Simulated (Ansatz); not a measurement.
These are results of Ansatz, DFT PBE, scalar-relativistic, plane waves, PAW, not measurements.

Settings: cutoff 420 eV, Γ-centred mesh 6×6×6 on the computed 4-atom cell, Gaussian smearing of 0.02 eV; no spin polarisation.

Structure with the computed forces (eV/Å) in the last three columns:

```xyz
4
Lattice="-0.0422 12.3038 3.1794 3.2608 -0.0237 3.2283 3.2032 12.3015 -0.0335" Properties=species:S:1:pos:R:3:forces:R:3 pbc="T T T" pressure_GPa=-2.33
Pb    3.2701    4.4392    3.2374    0.2240    1.1780    0.0570
Pb    3.2762   20.0101    2.9447   -0.0990   -0.5670   -0.0740
Se    2.9397   17.0292    3.0953    0.0620    0.1120   -0.0470
Se    3.3571    7.6856    3.2520   -0.1870   -0.7220    0.0640
```

Stress tensor (GPa, compression positive):

```
-2.34 -0.56  0.06
-0.56 -2.59 -0.02
 0.06 -0.02 -2.06
```

Spin–orbit coupling is left out, which can shift energies with elements as heavy as these. The cell holds layers, and where no dispersion correction was added their binding is poorly described.

This form isn't the usual stable structure of the compound.